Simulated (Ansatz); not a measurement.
# Pb under changes of volume

One of the cells (30.323 Å³/atom); the others are scaled copies at fixed shape and fractional positions:

```
CELL_PARAMETERS angstrom
0.00000 2.47502 2.47502
2.47502 0.00000 2.47502
2.47502 2.47502 0.00000
ATOMIC_POSITIONS crystal
Pb 0.00000 0.00000 0.00000
```

```yaml
Program: Ansatz 0.2.0
Functional: RPBE
Dispersion: D3(BJ)
Potentials_or_basis: Ansatz PAW
Cutoff: "420 eV (not typed: the program's choice for these potentials)"
k_mesh: 9 × 9 × 9
Occupations: fermi-dirac, width 0.05 eV
Spin: no spin polarisation
```

```csv
volume (Å³/atom),energy over the lowest point (meV/atom),pressure (GPa)
28.503,0.00,-15.3
29.110,59.00,-15.9
29.716,120.12,-16.4
30.323,182.96,-16.8
30.929,247.09,-17.1
31.535,?,?
32.142,377.51,-17.3
```

Question: What does the run at 31.535 Å³/atom give?

Answer: Energy over the lowest point 312.05 meV/atom; pressure -17.2 GPa.

Worked out: A Birch-Murnaghan fit of order 3 (a polynomial in V^(-2/3)) to the other rows has no minimum within the range. It gives 311.97 meV/atom at 31.535 Å³/atom, against the run's 312.05, and -dE/dV = -17.2 GPa, against -17.2.

Energies are extrapolated to zero smearing.

Caveats: pairwise dispersion overbinds metals, which lowers pressure and volume; the PAW data sets come from PBE, with cores solved anew for the run's functional, which leaves a small shift of forces and pressure.
